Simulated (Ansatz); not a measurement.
# Relaxation of ZrSi2

Wanted: the geometry at rest of ZrSi2 (a crystal from a database, its volume scaled a little), relaxing cell and atoms at 5 GPa, and its electronic structure there.

Program: Ansatz 0.2.0. Level of theory: DFT, r2SCAN, no spin polarisation, plane waves, PAW. These are calculated values, not measurements.

### Step 1. The cell

The structure is orthorhombic, space group Cmcm (No. 63). Conventional cell: a = 3.704 Å, b = 14.545 Å, c = 3.654 Å, α = 90.00°, β = 90.00°, γ = 90.00°. Zr (site symmetry m2m) has 8 Si at 2.66 to 2.80 Å as nearest neighbours. Si (site symmetry m2m) is surrounded by 8 Si at 2.38 to 2.60 Å and 4 Zr at 2.78 to 2.80 Å. Si (site symmetry m2m) is surrounded by 4 Si at 2.38 to 2.40 Å and 4 Zr at 2.66 Å.

As a file:

```
CELL_PARAMETERS angstrom
1.85178 7.27274 0.00000
1.85178 -7.27274 0.00000
0.00000 0.00000 -3.65379
ATOMIC_POSITIONS crystal
Zr 0.10600 0.89400 0.75000
Zr 0.89400 0.10600 0.25000
Si 0.75000 0.25000 0.75000
Si 0.25000 0.75000 0.25000
Si 0.35500 0.64500 0.75000
Si 0.64500 0.35500 0.25000
```

It starts from an earlier solution of the starting cell (checkpoint.read).

### Step 2. The walk to rest

input.yaml reads:

```yaml
crystal:
  lattice:
    - [1.85178474, 7.27273524, 0.0]
    - [1.85178474, -7.27273524, 0.0]
    - [0.0, 0.0, -3.65379032]
  atoms:
    - { symbol: Zr, position: [0.106, 0.894, 0.75] }
    - { symbol: Zr, position: [0.894, 0.106, 0.25] }
    - { symbol: Si, position: [0.75, 0.25, 0.75] }
    - { symbol: Si, position: [0.25, 0.75, 0.25] }
    - { symbol: Si, position: [0.355, 0.645, 0.75] }
    - { symbol: Si, position: [0.645, 0.355, 0.25] }
  symmetry: { tolerance: 0.0003 }
kpoints:
  mp_grid: { grid: [6, 6, 5], shift: [0, 0, 0] }
magnetization:
  spin_polarized: false
scf:
  occupations: { method: fermi_dirac }
  lower_state_search: "off"
hamiltonian:
  pseudopotentials: { kind: paw }
  xc: r2scan
basis:
  ecutwfc: 500
  fft_grid_basis: typed
relax:
  max_steps: 40
  cell: { p_target: 5.0 }
  f_tol: 0.03
output:
  forces: true
  stress: true
  eigenvalues: true
  bader: true
  populations: true
  elf: true
  write_potential: true
  volumetric_format: npy
  dos:
    e_range: [-12, 8]
    de: 0.05
    projected: { site_lists: { Si: [Si], Zr: [Zr] } }
checkpoint:
  read: saved_state
```

The run is started by

```sh
$ ansatz run input.yaml --threads 2 --pin off --max-ram 3584MiB --backend cpu --events-out ev --progress --plain --runs-dir out
```

Output:

```text
Warning: RAYON_NUM_THREADS=2 ignored (pool sized by the plan → 2); use --threads N
Engine: ansatz 0.2.0, aarch64-unknown-linux-gnu
Pseudopotentials: kind: paw
Pseudopotential: Zr, paw, valence charge 12, recommended cutoff 500 eV (meta_gga), Zr.paw.azcp
Pseudopotential: Si, paw, valence charge 4, recommended cutoff 500 eV (meta_gga), Si.paw.azcp
Functional definition: r2SCAN
  parameter k0 = 0.174
  parameter k1 = 0.065
  parameter a1 = 4.9479
  exchange = r2scan_x(k0 = k0, k1 = k1, a1 = a1)
  correlation = r2scan_c
Crystal: 6 atoms, lattice volume = 98.415 Å³
Basis set: ecut = 500 eV, 2497 PW (Γ), exchange–correlation on 240×240×108 points (64 copies of the dense FFT grid, shifted against one another)
Bands: 26, of which v1, the nominal top of the filled ones, is band 20 counted from 1 (19 counted from 0)
Symmetry: 8 space group operations
Space group: Cmcm (ITA 63), of the structure as read, at distance tolerance 1.4e-3 Å
k-points: 39 of 180
Non-local potential: Zr, projectors of the file, l = 0: 3, l = 1: 2, l = 2: 2, l = 3: 2
Non-local potential: Si, projectors of the file, l = 0: 2, l = 1: 2, l = 2: 2
PAW form: soft (Blöchl's): semilocal exchange-correlation on the pseudo side does not see the compensation charge
PAW frozen core: Zr, regenerated for the run's functional (the file was generated under x = pbe(κ = 0.804, μ = 0.2195149727645171), c = pbe(β = 0.06672455060314922))
PAW frozen core: Si, regenerated for the run's functional (the file was generated under x = pbe(κ = 0.804, μ = 0.2195149727645171), c = pbe(β = 0.06672455060314922))
PAW one-centre angular grid: Zr, 590 points (default); XC on 160 Gauss nodes
PAW one-centre angular grid: Si, 302 points (default); XC on 160 Gauss nodes
Initial density: read from a saved state, or passed on in memory by an earlier SCF of this step, an earlier step, the calling program or the single point that the run made first
Initial wavefunctions: pseudopotential atomic-orbital guess
Functional: x = r2scan, c = r2scan; τ floored in thin density (d = 2e-4 eV/Å³)
iter 1 solved again at ethr=1.82e-5 eV; its pass at ethr=3.10e-3 eV (dr2=7.28e-3 eV) is discarded
SCF iter   1: F=-10945.272835 eV  HF=-10945.272312 eV  |F-HF|=5.23e-4  |Δ(HF+E_count)|=         —  Δρ=1.22e-3  dr2=4.15e-3  dr2_τ=1.38e-3  ethr=1.82e-5  ⟨swp⟩=2.1  Hψ=7657  notcnv=0
preconditioner: auto → Kerker (q_TF=auto, 2.348 Å⁻¹)  [metal: Δε(μ)=0.022 eV  Ē_g=7.155 eV  σ=0.100 eV  W_gap=0.06  n_scr=18 (ndim 8)  ℏωp=18.3 eV  f_vac=0.000  D(μ)=3.42/eV (n_scr^D=30)]
SCF iter   2: F=-10945.274459 eV  HF=-10945.275636 eV  |F-HF|=1.18e-3  |Δ(HF+E_count)|=   3.32e-3  Δρ=7.58e-4  dr2=1.83e-3  dr2_τ=2.38e-5  ethr=1.04e-5  ⟨swp⟩=2.0  Hψ=1481  notcnv=0
SCF iter   3: F=-10945.275595 eV  HF=-10945.275558 eV  |F-HF|=3.72e-5  |Δ(HF+E_count)|=   7.75e-5  Δρ=1.55e-4  dr2=2.94e-5  dr2_τ=3.17e-6  ethr=4.57e-6  ⟨swp⟩=2.1  Hψ=1514  notcnv=0
SCF iter   4: F=-10945.275737 eV  HF=-10945.275736 eV  |F-HF|=1.85e-6  |Δ(HF+E_count)|=   1.78e-4  Δρ=6.89e-5  dr2=1.08e-5  dr2_τ=6.48e-8  ethr=7.35e-8  ⟨swp⟩=2.1  Hψ=1551  notcnv=0
SCF iter   5: F=-10945.275740 eV  HF=-10945.275739 eV  |F-HF|=1.08e-6  |Δ(HF+E_count)|=   3.42e-6  Δρ=3.54e-5  dr2=2.28e-6  dr2_τ=2.02e-8  ethr=2.69e-8  ⟨swp⟩=2.0  Hψ=1294  notcnv=0
SCF iter   6: F=-10945.275740 eV  HF=-10945.275740 eV  |F-HF|=1.36e-7  |Δ(HF+E_count)|=   1.34e-6  Δρ=1.15e-5  dr2=2.22e-7  dr2_τ=4.38e-9  ethr=5.71e-9  ⟨swp⟩=2.0  Hψ=1335  notcnv=0
SCF iter   7: F=-10945.275741 eV  HF=-10945.275741 eV  |F-HF|=6.92e-9  |Δ(HF+E_count)|=   1.59e-7  Δρ=4.16e-6  dr2=4.51e-8  dr2_τ=7.34e-10  ethr=2.50e-10  ⟨swp⟩=11.7  Hψ=7991  notcnv=0
SCF 1 converged in 7 iterations: F = -10945.275741 eV  dr2 = 4.51e-8
relax step   1: F+E_penalty+E_count = -10945.27574051 eV  Δ(F+E_penalty+E_count) = +0.000e0 eV  max|allowed force component| = 2.789e0 eV/Å  Δτ_max = 0.0000 Å  P = +12.319 GPa  Ω = 98.415 Å³  (7 SCF iters, dr2 threshold 1.00e-7 eV, accepted)
Crystal: 6 atoms, lattice volume = 95.973 Å³
Basis set: ecut = 500 eV, 2443 PW (Γ), exchange–correlation on 240×240×108 points (64 copies of the dense FFT grid, shifted against one another)
Initial density: handed on by an earlier stage of this run
Initial wavefunctions: those handed on with the density
iter 1 solved again at ethr=2.48e-3 eV; its pass at ethr=3.10e-3 eV (dr2=9.91e-1 eV) is discarded
SCF iter   1: F=-10945.380783 eV  HF=-10946.101572 eV  |F-HF|=7.21e-1  |Δ(HF+E_count)|=         —  Δρ=1.31e-2  dr2=9.93e-1  dr2_τ=1.18e0  ethr=2.48e-3  ⟨swp⟩=1.0  Hψ=7131  notcnv=0
preconditioner: auto → Kerker (q_TF=auto, 2.358 Å⁻¹)  [metal: Δε(μ)=0.016 eV  Ē_g=6.996 eV  σ=0.100 eV  W_gap=0.04  n_scr=18 (ndim 8)  ℏωp=18.6 eV  f_vac=0.000  D(μ)=2.77/eV (n_scr^D=18)]
SCF iter   2: F=-10946.021100 eV  HF=-10946.181896 eV  |F-HF|=1.61e-1  |Δ(HF+E_count)|=   8.03e-2  Δρ=6.27e-3  dr2=1.98e-1  dr2_τ=4.27e-3  ethr=2.48e-3  ⟨swp⟩=2.1  Hψ=1613  notcnv=0
SCF iter   3: F=-10946.155430 eV  HF=-10946.164685 eV  |F-HF|=9.25e-3  |Δ(HF+E_count)|=   1.72e-2  Δρ=1.77e-3  dr2=1.36e-2  dr2_τ=6.01e-4  ethr=4.95e-4  ⟨swp⟩=2.1  Hψ=1581  notcnv=0
SCF iter   4: F=-10946.163223 eV  HF=-10946.163530 eV  |F-HF|=3.07e-4  |Δ(HF+E_count)|=   1.15e-3  Δρ=6.51e-4  dr2=9.30e-4  dr2_τ=3.97e-5  ethr=3.39e-5  ⟨swp⟩=2.1  Hψ=1582  notcnv=0
SCF iter   5: F=-10946.163599 eV  HF=-10946.163568 eV  |F-HF|=3.08e-5  |Δ(HF+E_count)|=   3.81e-5  Δρ=2.13e-4  dr2=6.93e-5  dr2_τ=1.51e-6  ethr=2.32e-6  ⟨swp⟩=2.1  Hψ=1496  notcnv=0
SCF iter   6: F=-10946.163750 eV  HF=-10946.163747 eV  |F-HF|=3.05e-6  |Δ(HF+E_count)|=   1.79e-4  Δρ=6.37e-5  dr2=8.66e-6  dr2_τ=4.78e-8  ethr=1.73e-7  ⟨swp⟩=2.0  Hψ=1427  notcnv=0
SCF iter   7: F=-10946.163754 eV  HF=-10946.163754 eV  |F-HF|=1.18e-7  |Δ(HF+E_count)|=   7.50e-6  Δρ=1.70e-5  dr2=5.94e-7  dr2_τ=1.30e-8  ethr=1.50e-9  ⟨swp⟩=10.9  Hψ=9205  notcnv=0
SCF 2 converged in 7 iterations: F = -10946.163754 eV  dr2 = 5.94e-7
relax step   2: F+E_penalty+E_count = -10946.16375420 eV  Δ(F+E_penalty+E_count) = -8.880e-1 eV  max|allowed force component| = 2.275e0 eV/Å  Δτ_max = 0.1665 Å  P = +8.878 GPa  Ω = 95.973 Å³  energy of the carried Pulay correction = +6.316e-4 eV  (7 SCF iters, dr2 threshold 6.00e-7 eV, accepted)
Crystal: 6 atoms, lattice volume = 91.511 Å³
Basis set: ecut = 500 eV, 2339 PW (Γ), exchange–correlation on 240×240×108 points (64 copies of the dense FFT grid, shifted against one another)
iter 1 solved again at ethr=8.95e-4 eV; its pass at ethr=3.10e-3 eV (dr2=3.58e-1 eV) is discarded
SCF iter   1: F=-10946.494180 eV  HF=-10946.624392 eV  |F-HF|=1.30e-1  |Δ(HF+E_count)|=         —  Δρ=1.05e-2  dr2=3.64e-1  dr2_τ=2.50e-1  ethr=8.95e-4  ⟨swp⟩=1.0  Hψ=6693  notcnv=0
preconditioner: auto → Kerker (q_TF=auto, 2.377 Å⁻¹)  [metal: Δε(μ)=0.003 eV  Ē_g=7.138 eV  σ=0.100 eV  W_gap=0.01  n_scr=18 (ndim 8)  ℏωp=19.0 eV  f_vac=0.000  D(μ)=2.94/eV (n_scr^D=18)]
SCF iter   2: F=-10946.711869 eV  HF=-10946.762909 eV  |F-HF|=5.10e-2  |Δ(HF+E_count)|=   1.39e-1  Δρ=5.08e-3  dr2=7.18e-2  dr2_τ=2.05e-3  ethr=8.95e-4  ⟨swp⟩=2.5  Hψ=1867  notcnv=0
SCF iter   3: F=-10946.753047 eV  HF=-10946.756287 eV  |F-HF|=3.24e-3  |Δ(HF+E_count)|=   6.62e-3  Δρ=1.66e-3  dr2=6.43e-3  dr2_τ=3.26e-4  ethr=1.80e-4  ⟨swp⟩=2.2  Hψ=1444  notcnv=0
SCF iter   4: F=-10946.756386 eV  HF=-10946.756341 eV  |F-HF|=4.44e-5  |Δ(HF+E_count)|=   5.38e-5  Δρ=4.40e-4  dr2=2.18e-4  dr2_τ=7.07e-6  ethr=1.61e-5  ⟨swp⟩=2.0  Hψ=1485  notcnv=0
SCF iter   5: F=-10946.756572 eV  HF=-10946.756564 eV  |F-HF|=8.33e-6  |Δ(HF+E_count)|=   2.23e-4  Δρ=1.07e-4  dr2=1.21e-5  dr2_τ=7.18e-7  ethr=5.45e-7  ⟨swp⟩=2.0  Hψ=1444  notcnv=0
SCF iter   6: F=-10946.756575 eV  HF=-10946.756575 eV  |F-HF|=3.65e-7  |Δ(HF+E_count)|=   1.11e-5  Δρ=2.51e-5  dr2=8.96e-7  dr2_τ=1.46e-8  ethr=3.02e-8  ⟨swp⟩=2.1  Hψ=1569  notcnv=0
SCF iter   7: F=-10946.756576 eV  HF=-10946.756576 eV  |F-HF|=3.13e-8  |Δ(HF+E_count)|=   7.57e-7  Δρ=6.12e-6  dr2=3.04e-8  dr2_τ=5.97e-10  ethr=1.50e-9  ⟨swp⟩=12.1  Hψ=8269  notcnv=0
SCF 3 converged in 7 iterations: F = -10946.756576 eV  dr2 = 3.04e-8
relax step   3: F+E_penalty+E_count = -10946.75657583 eV  Δ(F+E_penalty+E_count) = -5.928e-1 eV  max|allowed force component| = 2.144e0 eV/Å  Δτ_max = 0.2000 Å  P = +12.885 GPa  Ω = 91.511 Å³  energy of the carried Pulay correction = +1.827e-3 eV  (7 SCF iters, dr2 threshold 6.00e-7 eV, accepted)
[... from here on, the SCF cycles and remarks between the steps are left out ...]
relax step   4: F+E_penalty+E_count = -10947.55491103 eV  Δ(F+E_penalty+E_count) = -7.983e-1 eV  max|allowed force component| = 1.979e0 eV/Å  Δτ_max = 0.1948 Å  P = +9.739 GPa  Ω = 92.250 Å³  energy of the carried Pulay correction = +1.625e-3 eV  (7 SCF iters, dr2 threshold 6.00e-7 eV, accepted)
```

(Part 1 of 2 ends here.)
